Q: I have to predict where zinc-blende CdSe begins to absorb light, and I have band gaps from five functionals on one and the same cell. What do the two gap columns mean, and does it matter which row I use?

Plane-wave DFT band gaps of zinc-blende CdSe from VASP 6.6.1 with PAW potentials, for one fixed two-atom cell (cubic lattice constant 6.092 Å). All runs use a 520 eV cutoff, an 8 × 8 × 8 k-point mesh and Gaussian smearing of 0.03 eV, without spin polarisation or spin–orbit coupling; the gaps are taken along a path of special points.

```
functional                            potentials  gap on path (eV)  direct gap on path (eV)
       LDA  VASP-PAW-LDA-potentials,-recommended             0.353                    0.353
       PBE  VASP-PAW-PBE-potentials,-recommended             0.599                    0.599
    PBEsol  VASP-PAW-PBE-potentials,-recommended             0.473                    0.473
    r2SCAN  VASP-PAW-PBE-potentials,-recommended             1.075                    1.075
    TB-mBJ  VASP-PAW-PBE-potentials,-recommended             1.937                    1.937
```

A: "Gap on path" is the energy from the highest filled to the lowest empty level anywhere along the path through the bands. "Direct gap on path" requires both levels to sit at the same wave vector, as absorption of light without help from lattice vibrations does. The two agree in every row, so all five functionals call CdSe a direct-gap semiconductor. On the size of the gap they disagree badly: it runs from 0.35 eV in LDA to 1.94 eV in TB-mBJ. If you only need to know whether this crystal is a metal, every row gives the same answer at this cell; for an absorption edge the choice decides the answer.

Q: The atoms don't move from row to row. Why should the gap be so sensitive?

A: Because a gap compares two different experiments: removing an electron from the crystal and adding one. The calculation instead takes the difference of two orbital energies in the unchanged crystal. Imagine a very large crystal and add a single electron. It spreads out, the density at any one point barely changes, and a potential that follows the density smoothly, as in LDA, PBEsol and PBE, hardly changes either. The exact potential would jump up by a constant at that moment, the derivative discontinuity, and this jump is part of the true gap. The three simplest functionals leave it out, which is a main reason why they give gaps that are too small.

Q: Then why do those three differ among themselves?

A: Start from a perfectly uniform electron gas. There the density has no gradient, and PBE and PBEsol both reduce to LDA. In a real crystal the gradient terms come into play, and they are weaker in PBEsol than in PBE. The gaps follow that order, with steps of 0.12 eV from LDA to PBEsol and 0.13 eV from PBEsol to PBE. The second step is the cleaner comparison, since LDA also uses its own set of atomic potentials. The match is one of order only: nothing in this argument says that gradient terms must widen a gap, so the sign seen here shouldn't be expected to carry over to every system.

Q: And what do r2SCAN and TB-mBJ do differently?

A: Both also use the kinetic-energy density, which depends on the shapes of the orbitals and not only on how much charge they add up to. In r2SCAN this makes the operator act differently on orbitals of different shape, so an empty state can be treated differently from a filled one. Part of the missing jump can then appear in the orbital energies, and the gap opens by 0.48 eV from PBE. This is the theoretical reading of the step; the gaps alone don't prove it.

TB-mBJ takes another route. It is a potential built to give good gaps, and it tends to rise where the density is low and the kinetic-energy density is large in comparison. That typically lifts empty states relative to filled ones. It adds a further 0.86 eV to the r2SCAN gap, the largest step in the table. Its parameters were adjusted to measured gaps of solids, so a good result here shows that the recipe carries over to CdSe, not that the missing physics has been derived.

Q: How do I compare these gaps with a measurement?

A: First allow for spin–orbit coupling, which is absent from all five rows. Without it, the top of the valence band consists of three p-like orbitals of equal energy, or six states with spin. The coupling splits them by an energy $\Delta$ into four upper and two lower states. Their average must stay put, so the four rise by $\Delta/3$ while the two fall by $2\Delta/3$. The s-like bottom of the conduction band has no orbital moment to couple to, and the gap therefore shrinks by $\Delta/3$.

For CdSe, $\Delta$ is roughly 0.4 eV, a recalled value, so the gap shrinks by about 0.13 eV. For TB-mBJ this gives $1.94-0.13\approx1.8$ eV, against a measured gap of roughly 1.7 eV, also recalled. That is agreement to about 0.1 eV, as fine as such rough inputs allow. The TB-mBJ and r2SCAN runs also use atomic potentials made for PBE, and the effect of that on the gap isn't tested here. The same correction leaves r2SCAN about 0.8 eV too low and PBE about 1.2 eV too low. In these two rows spin–orbit coupling makes the disagreement worse, so its absence can't be the excuse. Lattice vibrations and the attraction between the excited electron and the hole it leaves behind are missing too. Both are expected to lower the absorption edge a little further, so they can't explain the low gaps either.

Q: What would an error of that size mean for the light that CdSe absorbs?

A: The wavelength in micrometres is about 1.2 divided by the energy in electronvolts. The measured gap puts the edge near 0.7 µm, at the red end of the visible range. The PBE gap in the table puts it near 2 µm, well into the infrared. Moving from LDA to PBE changes the gap by only 0.25 eV, which is far too little to repair this.

Q: Could I keep PBE and simply push all its empty bands up by a constant?

A: For the edge itself, yes, if you know the right gap from elsewhere. For a whole spectrum it is only approximate, and the step from PBE to r2SCAN shows by how much. Measured from the valence top, the lowest empty level rises by 0.48 eV at the zone centre and by 0.47 eV at the zone-boundary point L. Three quarters of the way from the centre to another zone-boundary point, X, it rises by only 0.34 eV, while the next empty level at the centre rises by 0.54 eV. Light lifts an electron from a filled level at the same wave vector, and at this point near X the energy needed for that grows by 0.37 eV. A constant shift of 0.48 eV would thus place this transition about 0.1 eV too high, if the aim were to imitate r2SCAN. That is the largest miss for the lowest transition among twenty mesh points of the two runs, on a transition of about 5 eV; at L the lowest transition grows by 0.48 eV and the shift fits.

Q: So I should use TB-mBJ for everything?

A: For the gap of bulk CdSe it is the best choice among these five; for the structure you need something else. TB-mBJ is a potential without an energy functional behind it, so it can't tell you which lattice constant is stable or how atoms relax around a defect. Take the structure from measurement or from a functional whose lattice constant lies close to the measured one, then compute the bands with TB-mBJ and include spin–orbit coupling.

TB-mBJ has known limits for electronic properties too. It tends to make bands too flat, so effective masses come out too heavy. One of its parameters is also an average over the whole cell, which loses its meaning when part of the cell is vacuum, as around a surface or a nanocrystal.

Keep the structure fixed when you compare functionals. At this cell LDA would like to contract and PBE to expand: their pressures are −1.8 and +2.9 GPa. PBEsol is nearly at rest, with 0.06 GPa. Compression is expected to widen the gap of CdSe, so relaxing each cell should raise the LDA gap and lower the PBE one, and TB-mBJ on the larger PBE cell should give less than the table shows. Their present order might not survive, and these runs don't settle it.

Q: What does the better gap cost me?

A: None of the five needs exact exchange, the expensive ingredient of hybrid functionals, so their cost grows with the number of atoms in much the same way. r2SCAN and TB-mBJ must also evaluate the kinetic-energy density and may need more cycles to converge. With TB-mBJ you also need a structure from another source. For an absorption edge that is a small price for removing an error of about an electronvolt.
